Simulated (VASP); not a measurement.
A run of VASP 6.6.1:

File INCAR:

```
SYSTEM = VO2
ALGO = Normal
AMIX = 0.2
AMIX_MAG = 0.8
BMIX = 1E-4
BMIX_MAG = 1E-4
EDIFF = 1E-7
EDIFFG = -0.005
ENCUT = 600
GGA = PE
IBRION = 2
ISIF = 3
ISMEAR = 1
ISPIN = 2
KPAR = 2
LASPH = .TRUE.
LCHARG = .FALSE.
LMAXMIX = 4
LORBIT = 11
LREAL = .FALSE.
LWAVE = .FALSE.
MAGMOM = 1 -1 0 0 0 0
NELM = 150
NSW = 90
PREC = Accurate
SIGMA = 0.1
```

File KPOINTS:

```
k-points
0
G
  8 8 14
  0 0 0
```

The input POSCAR:

```
VO2                                     
1.0
    4.6184811768      0.0000000000      0.0000000000
   -0.0000000000      4.6184811768      0.0000000000
    0.0000000000      0.0000000000      2.7772846819
  V               O             
     2     4
Direct
     0.0000000000000000    0.0000000000000000    0.0000000000000000
     0.5000000000000000    0.5000000000000000    0.5000000000000000
     0.2983234025868108    0.2983234025868108    0.0000000000000000
     0.2016765974131891    0.7983234025868110    0.5000000000000000
     0.7016765974131891    0.7016765974131891    0.0000000000000000
     0.7983234025868110    0.2016765974131891    0.5000000000000000
```

Potentials or basis: VASP PAW PBE potentials, release 64 (V_sv, O).

Launch:

```sh
$ cat potpaw_PBE.64/V_sv/POTCAR potpaw_PBE.64/O/POTCAR > POTCAR
$ mpirun -np 2 vasp_std > vasp.out
```

Hardware: 2 MPI ranks on AMD EPYC 9R45 96-Core Processor (Zen 5), with other jobs on the host.

Q: Estimate the wall time of this run.

A: Wall time 5.4 min on 2 MPI ranks on AMD EPYC 9R45 96-Core Processor (Zen 5) (shared host), peak memory 0.46 GiB a rank. Counts: scf iterations 35, k points 120, ion steps 1.
